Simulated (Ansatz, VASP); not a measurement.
## Cd2S in VASP and in Ansatz

The input INCAR:

```
SYSTEM = Cd2S
PREC = Accurate
ENCUT = 520
EDIFF = 1E-7
ISMEAR = -1
SIGMA = 0.05
LREAL = .FALSE.
LASPH = .TRUE.
NELM = 100
ALGO = Normal
ISIF = 2
LWAVE = .FALSE.
LCHARG = .FALSE.
GGA = PE
NBANDS = 22
```

Contents of KPOINTS:

```
regular mesh
0
G
  8 8 5
  0 0 0
```

Contents of POSCAR:

```
Cd2S
1.0
    3.9360741467      0.0000000000      0.0000000000
   -1.9680370733      3.4087402022      0.0000000000
    0.0000000000      0.0000000000      5.7702029595
Cd S
2 1
Direct
    0.3333333333      0.6666666667      0.9327170000
    0.6666666667      0.3333333333      0.5787350000
    0.3333333333      0.6666666667      0.3657050000
```

The input input.yaml:

```yaml
crystal:
  lattice:
    - [3.9360741467, 0.0, 0.0]
    - [-1.9680370733, 3.4087402022, 0.0]
    - [0.0, 0.0, 5.7702029595]
  atoms:
    - { symbol: Cd, position: [0.3333333333, 0.6666666667, 0.932717] }
    - { symbol: Cd, position: [0.6666666667, 0.3333333333, 0.578735] }
    - { symbol: S, position: [0.3333333333, 0.6666666667, 0.365705] }
hamiltonian:
  xc: pbe
  pseudopotentials: { kind: paw }
kpoints:
  mp_grid: { grid: [8, 8, 5] }
scf:
  occupations: { method: fermi_dirac, width: 0.05 }
output:
  forces: true
  stress: true
  eigenvalues: true
```

Change from the starting cell: volume scaled by 0.98.

Alike in both runs: task single point; functional PBE; k mesh 8 × 8 × 5; occupations fermi-dirac, width 0.05 eV; no spin polarisation.

|  | VASP | Ansatz |
| --- | --- | --- |
| version | VASP 6.6.1 | Ansatz 0.2.0 |
| potentials or method | VASP PAW PBE potentials, release 64 (Cd, S) | Ansatz PAW |
| plane-wave cutoff (eV) | 520 | 420 |
| valence electrons in the cell | 30 | 46 |

```tsv
	VASP	Ansatz	Ansatz less VASP
gap on the k mesh at the Fermi level (eV)	0.22	0.22	+0.001
least direct gap on the mesh (eV)	0.57	0.57	0.000
pressure (GPa)	1.1	0.8	-0.29
largest component of the traceless stress (GPa)	0.37	0.29	-0.084
rms of the force components (eV/Å)	0.010	0.001	-0.0086
```

Atom by atom the forces differ by 0.010 eV/Å (rms over components). The functional is the same, so the differences come from potentials, cutoffs and numerics. The two sets of potentials don't hold the same shells in valence.

Caveats: an odd mesh through Γ misses points on the zone boundary, where band edges often lie (VASP); odd divisions of the mesh miss points on the zone boundary, where band edges often lie, so the gap on the mesh can be too wide (Ansatz).
